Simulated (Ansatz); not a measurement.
Predict the output of the script below (Ansatz 0.2.0 through its Python package).

The script, `vcrelax_gese.py`:
```python
# -*- coding: utf-8 -*-
'''Relax cell and ions of GeSe.'''

from dataclasses import dataclass
import json

import ansatz as az
from ase import Atoms
from ase.io import write
import numpy as np
from pymatgen.core import Structure


@dataclass
class Options:
    cutoff: int = 420
    mesh: tuple[int, ...] = (2, 6, 4)
    smearing: str = 'Fermi-Dirac'
    xc: str = 'pbe'


opts = Options()

def edges_and_angles(cell):
    cell = np.asarray(cell)
    a, b, c = np.linalg.norm(cell, axis=1)
    cosines = cell[1] @ cell[2] / (b * c), cell[0] @ cell[2] / (a * c), cell[0] @ cell[1] / (a * b)
    return (a, b, c, *np.degrees(np.arccos(cosines)))


def main():
    crystal = (
        az.Lattice.orthorhombic(10.79, 3.82, 4.38)
        .space_group(62, hermann_mauguin='Pnma')
        .atom('Ge', (0.121, 0.75, 0.894))
        .atom('Se', (0.852, 0.75, 0.497))
    )

    # every cell quantity that the symmetry leaves free
    calc = (
        crystal.calculation()
        .basis(opts.cutoff)
        .kpoints(mesh=opts.mesh)
        .pseudopotentials('paw')
        .occupations(opts.smearing)
        .functional(opts.xc)
        .relax(max_steps=30, cell=True)
    )
    result = calc.run(events_out='gese.ndjson')
    with open('gese.ndjson') as stream:
        events = [json.loads(line) for line in stream]
    steps = [e['data'] for e in events if e['event'] == 'relax_step']
    summary = result.report
    for s in steps:
        flag = '' if s['accepted'] else '  (rejected)'
        print('step %2d  E = %.5f eV  largest force component = %.4f eV/A%s' % (s['step'], s['lagrangian_ev'], s['allowed_force_max_ev_ang'], flag))

    first, last = steps[0], steps[-1]
    symbols = [site.symbol for site in result.lattice.sites]
    print(f'energy gained {first["lagrangian_ev"] - last["lagrangian_ev"]:.4f} eV in {len(steps) - 1} steps')
    for label, vectors in (('before', first['cell_ang']), ('after', result.lattice.cell_ang)):
        print(label, 'a b c (A) {:.4f} {:.4f} {:.4f}  angles {:.2f} {:.2f} {:.2f}'.format(*edges_and_angles(vectors)), f' V = {abs(np.linalg.det(vectors)):.3f} A^3')
    print('final stress xx yy zz (GPa, compression positive):', np.round(np.diag(summary['stress_gpa']), 3) + 0.0)

    print('atom   start x y z (A)              end x y z (A)')
    for symbol, a, b in zip(symbols, first['positions_ang'], last['positions_ang']):
        print(f'{symbol:3s}', ' '.join(f'{v:8.4f}' for v in a), '  ', ' '.join(f'{v:8.4f}' for v in b))

    print('relaxed fractional positions')
    for site in result.lattice.sites:
        print(f'  {site.symbol:2s}', ' '.join(f'{v % 1:8.5f}' for v in np.round(site.position_frac, 5)))

    change = np.array(last['positions_ang']) @ np.linalg.inv(last['cell_ang']) - np.array(first['positions_ang']) @ np.linalg.inv(first['cell_ang'])
    moved = np.linalg.norm(change @ np.array(last['cell_ang']), axis=1)
    print('displacement within the cell, strain taken out (A):', ' '.join(f'{s}:{d:.3f}' for s, d in zip(symbols, moved)))

    relaxed = Atoms(symbols, positions=[site.position_ang for site in result.lattice.sites], cell=result.lattice.cell_ang, pbc=True)
    write('relaxed.vasp', relaxed, format='vasp')

    print(f'free energy      {summary["free_energy_ev"]:.5f} eV')
    print(f'per atom         {summary["free_energy_ev"] / len(result.lattice.sites):.5f} eV')
    print(f'SCF iterations   {summary["n_iterations"]}  (converged: {summary["converged"]})')

    final = Structure(result.lattice.cell_ang, [s.symbol for s in result.lattice.sites], [s.position_frac for s in result.lattice.sites])
    distances = np.array([n.nn_distance for shell in final.get_all_neighbors(5.0) for n in shell])
    values, counts = np.unique(distances.round(2), return_counts=True)
    print('distance (A)  neighbours per atom')
    for value, count in list(zip(values, counts))[:14]:
        print(f'{value:10.2f} {count / len(final):10.2f}')


if __name__ == '__main__':
    main()
```

```console
$ python vcrelax_gese.py
step  1  E = -39057.92634 eV  largest force component = 0.2291 eV/A
step  2  E = -39058.03117 eV  largest force component = 0.0821 eV/A
step  3  E = -39058.05693 eV  largest force component = 0.0552 eV/A
step  4  E = -39058.05959 eV  largest force component = 0.0488 eV/A
step  5  E = -39058.06305 eV  largest force component = 0.0124 eV/A
step  6  E = -39058.06334 eV  largest force component = 0.0087 eV/A
step  7  E = -39058.06348 eV  largest force component = 0.0069 eV/A
step  8  E = -39058.06361 eV  largest force component = 0.0004 eV/A
step  9  E = -39058.06628 eV  largest force component = 0.0008 eV/A
energy gained 0.1399 eV in 8 steps
before a b c (A) 10.7900 3.8200 4.3800  angles 90.00 90.00 90.00  V = 180.534 A^3
after a b c (A) 11.4083 3.9195 4.4228  angles 90.00 90.00 90.00  V = 197.764 A^3
final stress xx yy zz (GPa, compression positive): [ 0.027  0.01  -0.004]
atom   start x y z (A)              end x y z (A)
Ge    1.3056   2.8650   3.9157      1.5112   2.9396   3.8957
Ge    4.0894   0.9550   1.7257      4.1929   0.9799   1.6843
Ge    6.7006   2.8650   2.6543      7.2154   2.9396   2.7385
Ge    9.4844   0.9550   0.4643      9.8971   0.9799   0.5271
Se    9.1931   2.8650   2.1769      9.7432   2.9396   2.2579
Se    1.5969   0.9550   2.2031      1.6651   0.9799   2.1649
Se    3.7981   2.8650   0.0131      4.0391   2.9396  -0.0465
Se    6.9919   0.9550   4.3669      7.3692   0.9799   4.4693
relaxed fractional positions
  Ge  0.13247  0.75000  0.88083
  Ge  0.36753  0.25000  0.38083
  Ge  0.63247  0.75000  0.61917
  Ge  0.86753  0.25000  0.11917
  Se  0.85405  0.75000  0.51052
  Se  0.14595  0.25000  0.48948
  Se  0.35405  0.75000  0.98948
  Se  0.64595  0.25000  0.01052
displacement within the cell, strain taken out (A): Ge:0.143 Ge:0.143 Ge:0.143 Ge:0.143 Se:0.064 Se:0.064 Se:0.064 Se:0.064
free energy      -39058.06628 eV
per atom         -4882.25829 eV
SCF iterations   8  (converged: True)
distance (A)  neighbours per atom
      2.57       1.00
      2.62       2.00
      3.33       2.00
      3.57       1.00
      3.75       1.00
      3.79       2.00
      3.87       1.00
      3.92       2.00
      3.99       2.00
      4.22       1.00
      4.42       2.00
      4.68       1.00
      4.69       2.00
      4.93       1.00
```

File `relaxed.vasp` afterwards:
```text
Ge Se
 1.0000000000000000
    11.4082893506048908    0.0000000000000000   -0.0000000000000000
     0.0000000000000002    3.9194924805474636    0.0000000000000000
     0.0000000000000003    0.0000000000000003    4.4227956697785666
 Ge  Se
   4   4
Cartesian
  1.5112238338524369  2.9396193604105978  3.8957206778643987
  4.1929208414500083  0.9798731201368660  1.6843228429751158
  7.2153685091548816  2.9396193604105973  2.7384728268034508
  9.8970655167524537  0.9798731201368659  0.5270749919141675
  9.7432378719612256  2.9396193604105973  2.2579128315023800
  1.6650514786436637  0.9798731201368660  2.1648828382761862
  4.0390931966587802  2.9396193604105973 -0.0465149966130970
  7.3691961539461071  0.9798731201368661  4.4693106663916637
```

Notes:
- Absolute energies stand on the zero of these potentials, so only differences at equal settings mean something.
- Energies along a relaxation are free energies. Rows at an unchanged volume are solved on a plane-wave basis chosen afresh for that cell, so the energy jumps there and such rows are no steps of the walk.
- In a crystal with a gap the Fermi level's place inside it depends on smearing and mesh.
- The structure is a deposited one; some such entries were measured under pressure or heat, so a shift against it needn't be the functional's error alone.
- Finished in 3.4 min on 1 thread of Arm Neoverse V1, on a shared host, peak memory 0.72 GiB.
